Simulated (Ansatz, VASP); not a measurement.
**Two plane-wave programs on Mg**

File INCAR:

```
SYSTEM = Mg
  ALGO = Normal
  EDIFF = 1E-7
  ENCUT = 520
  GGA = PE
  ISIF = 2
  ISMEAR = -1
  LASPH = .TRUE.
  LCHARG = .FALSE.
  LREAL = .FALSE.
  LWAVE = .FALSE.
  NBANDS = 7
  NELM = 100
  PREC = Accurate
  SIGMA = 0.05
```

Contents of KPOINTS:

```
k-points
0
G
  10 10 9
  0 0 0
```

Contents of POSCAR:

```
Mg
1.0
    2.9514100000      0.0078520000      0.0350120000
   -1.4689050000      2.7073930000     -0.0248790000
    0.0349490000     -0.0084980000      3.0664410000
Mg
1
Direct
    0.0105210000     -0.0153000000      0.0127530000
```

File input.yaml:

```yaml
crystal:
  lattice:
    - [2.95141, 0.007852, 0.035012]
    - [-1.468905, 2.707393, -0.024879]
    - [0.034949, -0.008498, 3.066441]
  atoms:
    - { symbol: Mg, position: [0.010521, -0.0153, 0.012753] }
hamiltonian:
  xc: pbe
  pseudopotentials: { kind: paw }
kpoints:
  mp_grid: { grid: [10, 10, 9] }
scf:
  occupations: { method: fermi_dirac, width: 0.05 }
output:
  forces: true
  stress: true
  eigenvalues: true
  write_density: true
  write_potential: true
  elf: true
  volumetric_format: npy
```

Change from the starting cell: cell strained at random at fixed volume.

Alike in both runs: task single point; functional PBE; k mesh 10 × 10 × 9; occupations fermi-dirac, width 0.05 eV; no spin polarisation.

```csv
,VASP,Ansatz
version,VASP 6.6.1,Ansatz 0.2.0
potentials or method,"VASP PAW PBE potentials, release 64 (Mg)",Ansatz PAW
plane-wave cutoff (eV),520,420
valence electrons in the cell,2,10
```

|  | VASP | Ansatz | Ansatz less VASP |
| --- | --- | --- | --- |
| gap on the k mesh at the Fermi level (eV) | none | none | - |
| pressure (GPa) | 1.3 | 1.4 | +0.08 |
| largest component of the traceless stress (GPa) | 2.27 | 2.28 | +0.008 |

A gap of «none» marks a metal or a gap that the smearing closes. The two sets of potentials don't hold the same shells in valence.
